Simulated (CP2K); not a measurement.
Runs of CP2K 2026.2 on ZrO2. Symmetry: Fm-3m, No. 225, cubic system. The conventional cell has a = 5.090 Å, b = 5.090 Å, c = 5.090 Å, α = 90.00°, β = 90.00°, γ = 90.00°. Zr (site symmetry m-3m) is surrounded by 8 O at 2.20 Å. O (site symmetry -43m) is surrounded by 4 Zr at 2.20 Å. Measurements of this composition are mostly on another form, of space group No. 14.

```tsv
level	potentials or basis	spin	k points reduced by the point group	soc after scf	gap on the mesh (eV)	pressure (GPa)
PBE	GTH_POTENTIALS Zr GTH-PBE-q12, O GTH-PBE-q6; DZVP-MOLOPT-SR-GTH basis	off	yes	-	3.38	3.6
PBE	GTH_SOC_POTENTIALS Zr GTH-PBE-q12, O GTH-PBE-q6; DZVP-MOLOPT-SR-GTH basis	SOC, no magnetisation	-	yes	-	3.6
LDA	GTH_POTENTIALS Zr GTH-PBE-q12, O GTH-PBE-q6; DZVP-MOLOPT-SR-GTH basis	off	yes	-	(a)	-6.8
LDA	GTH_SOC_POTENTIALS Zr GTH-PBE-q12, O GTH-PBE-q6; DZVP-MOLOPT-SR-GTH basis	SOC, no magnetisation	-	yes	-	-6.8
```

Alike in all rows: task band structure; cell as given; k mesh 9 × 9 × 9; smearing fermi-dirac 0.05 eV.

Q: Fill in the values left out.

A: (a) 3.27.

Caveats: the basis of atomic orbitals isn't converged, which shifts pressures, moduli and gaps; the potentials were made for another functional, which shifts forces and pressure (some runs).

A k mesh can miss the band edges, and rows without SOC leave out spin-orbit coupling on Zr.
